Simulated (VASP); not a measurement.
# InP (F-43m) in VASP: single point with PBEsol

Aim: the single point of InP with PBEsol.

Program: VASP 6.6.1. These are calculated values, not measurements. Logs are shortened: lines on timing, memory, paths and dates and some standing lists are left out, and cuts for length are marked.

**Measured values to compare with.**

From a printed reference work, data compilation, for a bulk crystal of InP at 1.6 K: band gap 1.4236 eV (direct).

The results are compared with them further down.

**1. The cell of the first run**

The structure is cubic, space group F-43m (No. 216). The conventional cell has a = 5.861 Å, b = 5.861 Å, c = 5.861 Å, α = 90.00°, β = 90.00°, γ = 90.00°. In (site symmetry -43m) has 4 P at 2.54 Å within 3.3 Å. P (site symmetry -43m) has 4 In at 2.54 Å within 3.3 Å.

**2. Single point, PBEsol**

The input, INCAR:

```
PREC     = Accurate       # precision mode
ENCUT    = 520            # plane-wave cutoff, eV
EDIFF    = 1E-6           # SCF threshold, eV
ISMEAR   = 0              # smearing method
SIGMA    = 0.01           # smearing width, eV
LREAL    = False          # projectors in reciprocal space
LASPH    = True           # aspherical terms in the spheres
NELM     = 60             # most SCF steps
ALGO     = Normal         # electronic algorithm
ISIF     = 2              # what is computed and relaxed
LWAVE    = False          # write WAVECAR
LCHARG   = False          # write CHGCAR
GGA      = PS             # functional
NBANDS   = 16             # bands
```

The input, KPOINTS:

```
regular mesh
0
Gamma
  6 6 6
```

The input, POSCAR:

```
InP
1.0
    4.1443530000      0.0000000000      0.0000000000
    2.0721765000      3.5891149803      0.0000000000
    2.0721765000      1.1963716601      3.3838500547
In P
1 1
Direct
    0.0000000000      0.0000000000      0.0000000000
    0.2500000000      0.2500000000      0.2500000000
```

Potentials or basis: VASP PAW PBE potentials, release 64 (In_d, P).

Run with:

```bash
$ cat potpaw_PBE.64/In_d/POTCAR potpaw_PBE.64/P/POTCAR > POTCAR
$ mpirun -np 1 vasp_std > vasp.out
```

OUTCAR:

```text
PREC = Accurate
   ENCUT = 520
   EDIFF = 1E-6
   ISMEAR = 0
   LREAL = False
   LASPH = True
   NELM = 60
   ISIF = 2
   GGA = PS

 ion  position               nearest neighbor table
   1  0.000  0.000  0.000-   2 2.54   2 2.54   2 2.54   2 2.54
   2  0.250  0.250  0.250-   1 2.54   1 2.54   1 2.54   1 2.54

  LATTYP: Found a face centered cubic cell.
 ALAT       =     5.8610002199

  Lattice vectors:

 A1 = (   4.1443530000,   0.0000000000,   0.0000000000)
 A2 = (   2.0721765000,   3.5891149803,   0.0000000000)
 A3 = (   2.0721765000,   1.1963716601,   3.3838500547)

Analysis of symmetry for initial positions (statically):
=====================================================================
 Subroutine PRICEL returns:
 Original cell was already a primitive cell.

 Routine SETGRP: Setting up the symmetry group for a
 face centered cubic supercell.

 Subroutine GETGRP returns: Found 24 space group operations
 (whereof 24 operations were pure point group operations)
 out of a pool of 48 trial point group operations.

The static configuration has the point symmetry T_d .

Analysis of symmetry for dynamics (positions and initial velocities):
=====================================================================
 Subroutine PRICEL returns:
 Original cell was already a primitive cell.

 Routine SETGRP: Setting up the symmetry group for a
 face centered cubic supercell.

 Subroutine GETGRP returns: Found 24 space group operations
 (whereof 24 operations were pure point group operations)
 out of a pool of 48 trial point group operations.

The dynamic configuration has the point symmetry T_d .

 Subroutine INISYM returns: Found 24 space group operations
 (whereof 24 operations are pure point group operations),
 and found     1 'primitive' translations

----------------------------------------------------------------------------------------

                                     Primitive cell

  volume of cell :      50.3333

  direct lattice vectors                    reciprocal lattice vectors
     4.144353000  0.000000000  0.000000000     0.241292187 -0.139310109 -0.098507123
     2.072176500  3.589114980  0.000000000     0.000000000  0.278620218 -0.098507123
     2.072176500  1.196371660  3.383850055     0.000000000  0.000000000  0.295521369

  length of vectors
     4.144353000  4.144353000  4.144353000     0.295521369  0.295521369  0.295521369

  position of ions in fractional coordinates (direct lattice)
     0.000000000  0.000000000  0.000000000
     0.250000000  0.250000000  0.250000000

  ion indices of the primitive-cell ions
   primitive index   ion index
                 1           1
                 2           2

----------------------------------------------------------------------------------------

 KPOINTS: regular mesh

Automatic generation of k-mesh.
 Grid dimensions read from file:
 generate k-points for:    6    6    6

 Generating k-lattice:

  Cartesian coordinates                     Fractional coordinates (reciprocal lattice)
     0.040215365 -0.023218352 -0.016417854     0.166666667  0.000000000 -0.000000000
     0.000000000  0.046436703 -0.016417854     0.000000000  0.166666667  0.000000000
     0.000000000  0.000000000  0.049253561     0.000000000  0.000000000  0.166666667

  Length of vectors
     0.049253561  0.049253561  0.049253561

  Shift w.r.t. Gamma in fractional coordinates (k-lattice)
     0.000000000  0.000000000  0.000000000

 Subroutine IBZKPT returns following result:
 ===========================================

 Found     16 irreducible k-points:

 Following reciprocal coordinates:
            Coordinates               Weight
  0.000000  0.000000  0.000000      1.000000
  0.166667  0.000000  0.000000      8.000000
  0.333333  0.000000  0.000000      8.000000
  0.500000  0.000000  0.000000      4.000000
  0.166667  0.166667 -0.000000      6.000000
  0.333333  0.166667  0.000000     24.000000
[... 8 lines left out ...]
 -0.333333  0.333333  0.166667     24.000000
 -0.333333  0.500000  0.166667     12.000000
   k-points           NKPTS =     16   k-points in BZ     NKDIM =     16   number of bands    NBANDS=     16
   number of dos      NEDOS =    301   number of ions     NIONS =      2
   total plane-waves  NPLWV =  32768
   dimension x,y,z NGX =    32 NGY =   32 NGZ =   32
   dimension x,y,z NGXF=    64 NGYF=   64 NGZF=   64
   ions per type =               1   1
   NGX,Y,Z   is equivalent  to a cutoff of  12.84, 12.84, 12.84 a.u.
   NGXF,Y,Z  is equivalent  to a cutoff of  25.67, 25.67, 25.67 a.u.
 SYSTEM =  unknown system
   PREC   = accura    normal or accurate (medium, high low for compatibility)
   ISTART =      0    job   : 0-new  1-cont  2-samecut
   ICHARG =      2    charge: 1-file 2-atom 10-const
   ISPIN  =      1    spin polarized calculation?
   LNONCOLLINEAR =      F non collinear calculations
   LSORBIT =      F    spin-orbit coupling
   LASPH  =      T    aspherical Exc in radial PAW
   ENCUT  =  520.0 eV  38.22 Ry    6.18 a.u.   7.71  7.71  7.71*2*pi/ulx,y,z
   NELM   =     60;   NELMIN=  2; NELMDL= -5     # of ELM steps
   EDIFF  = 0.1E-05   stopping-criterion for ELM
   LREAL  =      F    real-space projection
   EDIFFG = 0.1E-04   stopping-criterion for IOM
   NSW    =      0    number of steps for IOM
   IBRION =     -1    ionic relax: 0-MD 1-quasi-New 2-CG
   NFREE  =      0    steps in history (QN), initial steepest desc. (CG)
   ISIF   =      2    stress and relaxation
   ISYM   =      2    0-nonsym 1-usesym 2-fastsym
   POTIM  = 0.5000    time-step for ionic-motion
   TEBEG  =    0.0;   TEEND  =   0.0 temperature during run
   PSTRESS=    0.0 pullay stress
   NELECT =      18.0000    total number of electrons
   NUPDOWN=      -1.0000    fix difference up-down
   EMIN   =  10.00;   EMAX   =-10.00  energy-range for DOS
   EFERMI =   0.00;   METHOD = LEGACY
   ISMEAR =     0;   SIGMA  =   0.01  broadening in eV -4-tet -1-fermi 0-gaus
   EFERMI_NEDOS =   21; number of points for ismear=-14 and -15
   IALGO  =     38    algorithm
   IMIX   =      4    mixing-type and parameters
     AMIX     =   0.40;   BMIX     =  1.00
     AMIX_MAG =   1.60;   BMIX_MAG =  1.00
  volume/ion in A,a.u.               =      25.17       169.83
  Fermi-wavevector in a.u.,A,eV,Ry     =   1.162021  2.195901 18.371845  1.350292
  Thomas-Fermi vector in A             =   2.298587
   LORBIT       =      0    0 simple, 1 ext, 2 COOP (PROOUT), +10 PAW based schemes
   GGA     = PS    functional components
   LHFCALC =     F    Hartree Fock is set to
   AEXX    =    0.0000 exact exchange contribution
   IVDW    =     0    specifies the selected vdW correction
   LEPSILON=     F    determine dielectric tensor
   LRPA    =     F    only Hartree local field effects (RPA)
 non-spin polarized calculation
 Gauss-broadening in eV      SIGMA  =   0.01
  energy-cutoff  :      520.00
  volume of cell :       50.33
 maximum number of plane-waves:      1380
   NGX = 15   NGY = 15   NGZ = 15

 number of electron      18.0000005 magnetization

 Free energy of the ion-electron system (eV)
  ---------------------------------------------------
  ext. energy  EPLUGINS =         0.00000000
  ---------------------------------------------------
  free energy    TOTEN  =        -9.14210157 eV

  energy without entropy =       -9.14210157  energy(sigma->0) =       -9.14210157

 E-fermi :   5.1548     XC(G=0):  -9.4767

 val. band max:        5.0985942762   @ k =   0.0000   0.0000   0.0000
 cond. band min:       5.7107585274   @ k =   0.0000   0.0000   0.0000
 fundamental gap:      0.6121642512
 Fermi energy:         5.1547749899

 k-point     1 :       0.0000    0.0000    0.0000
  band No.  band energies     occupation
      1      -9.0589      2.00000
      2      -9.0589      2.00000
      3      -9.0589      2.00000
      4      -8.9046      2.00000
      5      -8.9046      2.00000
      6      -6.4506      2.00000
[... 8 lines left out ...]
     15      14.5250      0.00000
     16      14.5250      0.00000

 k-point     2 :       0.1667    0.0000    0.0000
  band No.  band energies     occupation
      1      -9.0916      2.00000
      2      -9.0462      2.00000
      3      -9.0462      2.00000
      4      -8.9042      2.00000
      5      -8.9042      2.00000
      6      -6.1342      2.00000
[... 8 lines left out ...]
     15      13.6519      0.00000
     16      14.3820      0.00000

 k-point     3 :       0.3333    0.0000    0.0000
  band No.  band energies     occupation
      1      -9.1520      2.00000
      2      -9.0261      2.00000
      3      -9.0261      2.00000
      4      -8.8976      2.00000
      5      -8.8976      2.00000
      6      -5.3152      2.00000
[... 8 lines left out ...]
     15      14.1348      0.00000
     16      14.1348      0.00000

 k-point     4 :       0.5000    0.0000    0.0000
  band No.  band energies     occupation
      1      -9.1803      2.00000
      2      -9.0194      2.00000
      3      -9.0194      2.00000
      4      -8.8909      2.00000
      5      -8.8909      2.00000
      6      -4.6994      2.00000
[... 8 lines left out ...]
     15      15.7058      0.00000
     16      15.7058      0.00000
[... 172 lines left out ...]
 k-point    14 :       0.5000    0.3333    0.1667
  band No.  band energies     occupation
      1      -9.1932      2.00000
      2      -9.0038      2.00000
      3      -8.9848      2.00000
      4      -8.9248      2.00000
      5      -8.8860      2.00000
      6      -4.6761      2.00000
[... 8 lines left out ...]
     15      16.1317      0.00000
     16      16.7960      0.00000

 k-point    15 :      -0.3333    0.3333    0.1667
  band No.  band energies     occupation
      1      -9.2029      2.00000
      2      -9.0044      2.00000
      3      -8.9739      2.00000
      4      -8.9192      2.00000
      5      -8.8910      2.00000
      6      -4.1823      2.00000
[... 8 lines left out ...]
     15      16.0972      0.00000
     16      16.6400      0.00000

 k-point    16 :      -0.3333    0.5000    0.1667
  band No.  band energies     occupation
      1      -9.2225      2.00000
      2      -8.9856      2.00000
      3      -8.9610      2.00000
      4      -8.9338      2.00000
      5      -8.8824      2.00000
      6      -3.9728      2.00000
[... 8 lines left out ...]
     15      16.3349      0.00000
     16      17.0207      0.00000

------------------------ aborting loop because EDIFF is reached ----------------------------------------

  FORCE on cell =-STRESS in cart. coord.  units (eV):
  Direction    XX          YY          ZZ          XY          YZ          ZX
  --------------------------------------------------------------------------------------
  -------------------------------------------------------------------------------------
  Total        0.1829876      0.1829876      0.1829876      0.0000000     -0.0000000     -0.0000000
  in kB        5.8247457      5.8247457      5.8247457      0.0000000     -0.0000000     -0.0000000
  external PRESSURE =       5.8247457 kB  Pullay stress =       0.0000000 kB

 VOLUME and BASIS-vectors are now :
 -----------------------------------------------------------------------------
  energy-cutoff  :      520.00
  volume of cell :       50.33
      direct lattice vectors                 reciprocal lattice vectors
     4.144353000  0.000000000  0.000000000     0.241292187 -0.139310109 -0.098507123
     2.072176500  3.589114980  0.000000000     0.000000000  0.278620218 -0.098507123
     2.072176500  1.196371660  3.383850055     0.000000000  0.000000000  0.295521369

 POSITION                                       TOTAL-FORCE (eV/Angst)
 -----------------------------------------------------------------------------------
      0.00000      0.00000      0.00000         0.000000     -0.000000      0.000000
      2.07218      1.19637      0.84596        -0.000000      0.000000     -0.000000
 -----------------------------------------------------------------------------------
    total drift:                                0.000000      0.000000     -0.000000

  FREE ENERGIE OF THE ION-ELECTRON SYSTEM (eV)
  ---------------------------------------------------
  free  energy   TOTEN  =        -9.1421015655 eV

  energy  without entropy=       -9.1421015655  energy(sigma->0) =       -9.14210157
```

Wall time 17 s (1 thread of AMD EPYC 7R13, shared host); peak memory 0.15 GiB.

Results:

- Free energy: -9.1421 eV
- Pressure: 0.6 GPa
- Band gap on the k mesh: 0.61 eV, direct

Caveat: the PAW data sets were made with another functional, which shifts forces and pressure a little; spin-orbit coupling is left out, which moves the levels of the heavy elements.

**3. How close it comes**

Step 2. Against the measured gap of InP, 1.4236 eV (direct; 1.6 K; a printed reference work, data compilation), the calculated 0.61 eV is off by -0.81 eV. Spin-orbit coupling on In is left out. The value is that of PBEsol, without temperature or zero-point motion. Semilocal functionals fall short of measured gaps as a rule.
